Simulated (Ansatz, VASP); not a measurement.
KF: VASP beside Ansatz

The input POSCAR:

```
KF
1.0
    3.2066328188      0.0277621373      0.0277621373
    0.0277621373      3.2066328188      0.0277621373
    0.0277621373      0.0277621373      3.2066328188
K F
1 1
Direct
    0.0000000000      0.0000000000      0.0000000000
    0.5000000000      0.5000000000      0.5000000000
```

INCAR.step1

```
PREC = Accurate
ENCUT = 520
ISMEAR = 0
SIGMA = 0.01
LREAL = F
LASPH = T
NELM = 60
NBANDS = 15
GGA = PE
ALGO = Normal
EDIFF = 1E-4
LWAVE = T
LCHARG = F
```

File INCAR.step2:

```
PREC = Accurate
ENCUT = 520
EDIFF = 1E-7
ISMEAR = 0
SIGMA = 0.01
LREAL = F
LASPH = T
NELM = 60
ALGO = Normal
ISIF = 2
LWAVE = F
LCHARG = F
METAGGA = R2SCAN
LMIXTAU = T
NBANDS = 15
ISTART = 1
```

Contents of KPOINTS:

```
regular mesh
0
Gamma
  8 8 8
```

Input for Ansatz:

```yaml
crystal:
  lattice:
    - [3.2066328188, 0.0277621373, 0.0277621373]
    - [0.0277621373, 3.2066328188, 0.0277621373]
    - [0.0277621373, 0.0277621373, 3.2066328188]
  atoms:
    - { symbol: K, position: [0.0, 0.0, 0.0] }
    - { symbol: F, position: [0.5, 0.5, 0.5] }
kpoints:
  mp_grid: { grid: [8, 8, 8] }
  band_path:
    path: [[0.0, 0.0, 0.0], [0.0, 0.5, 0.0], [0.5, 0.5, 0.0], [0.5, 0.5, 0.5]]
    npoints: 1
hamiltonian:
  xc: r2scan
scf:
  occupations: { method: fixed }
  n_extra_bands: 4
output:
  forces: true
  stress: true
  eigenvalues: true
```

Change from the starting cell: shear_111 strain +2.6%.

Alike in both runs: task single point; functional r2SCAN; k mesh 8 × 8 × 8; no spin polarisation.

```csv
,VASP,Ansatz
version,VASP 6.6.1,Ansatz 0.2.0
potentials or method,"VASP PAW PBE potentials, release 64 (K_sv, F)","plane waves, PAW"
plane-wave cutoff (eV),520,500
occupations,"gaussian, width 0.01 eV",fixed
valence electrons in the cell,16,16
```

```csv
,VASP,Ansatz,Ansatz less VASP
gap on the k mesh at the Fermi level (eV),7.52,7.52,-0.002
pressure (GPa),-1.0,-1.0,+0.04
largest component of the traceless stress (GPa),0.15,0.14,-0.016
```

Caveats: the PAW data sets were made with another functional, which shifts forces and pressure a little (VASP). A k mesh can miss the band edges.
